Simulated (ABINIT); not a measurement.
PtS2:

```xyz
3
Lattice="3.5432 0.0000 0.0000 -1.7716 3.0685 0.0000 0.0000 0.0000 5.0388" Properties=species:S:1:pos:R:3 pbc="T T T"
Pt    0.0000    0.0000    0.0000
S     1.7716    1.0228    3.8950
S     0.0000    2.0457    1.1438
```

Base run:

- Program: ABINIT 10.8.3 (patched build)
- Functional: PBE
- Potentials or basis: PseudoDojo NC SR PBE v0.4.1 standard
- Cutoff: 952 eV
- k mesh: 7 × 7 × 4
- Occupations: fermi-dirac, width 0.05 eV
- Spin: no spin polarisation

Its results: band gap on the k mesh 0.83 eV, indirect (least direct gap 1.01 eV); largest force 1.242 eV/Å.

The run is repeated on the same cell with these changes: functional from PBE to PBEsol; potentials or basis from PseudoDojo NC SR PBE v0.4.1 standard to PseudoDojo NC SR PBEsol v0.4 stringent; cutoff from 952 eV to 1034 eV. What comes out?

Band gap on the k mesh 0.76 eV, indirect (least direct gap 0.93 eV); largest force 0.938 eV/Å.

Caveats: spin-orbit coupling is left out, which moves the levels of the heavy elements; an odd mesh through Γ misses points on the zone boundary, where band edges often lie; forces of over 1 eV/Å show positions far from the minimum, so gaps and moduli don't describe the material at rest (some runs).
